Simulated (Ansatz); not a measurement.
ZnS:

```
CELL_PARAMETERS angstrom
0.00000 2.70200 2.70200
2.70200 0.00000 2.70200
2.70200 2.70200 0.00000
ATOMIC_POSITIONS crystal
Zn 0.75000 0.75000 0.75000
S 0.00000 0.00000 0.00000
```

Base run:

| Quantity | Value |
| --- | --- |
| Program | Ansatz 0.2.0 |
| Functional | PBE |
| Potentials or basis | all-electron PAW datasets made for the crystal |
| Cutoff | 280 eV |
| Density cutoff | 1120 eV |
| k mesh | 6 × 6 × 6 |
| Occupations | fermi-dirac, width 0.05 eV |
| Spin | no spin polarisation |

Its results: band gap on the k mesh 2.11 eV, direct.

The run is repeated on the same cell with these changes: functional from PBE to PBE0; cutoff from 280 eV to 310 eV; density cutoff from 1120 eV to 1240 eV. What comes out?

Band gap on the k mesh 4.01 eV, direct.

PBE0 gives the wider gap, since exact exchange removes part of the self-interaction.

A k mesh can miss the band edges.

Not every run made on this cell is shown here.
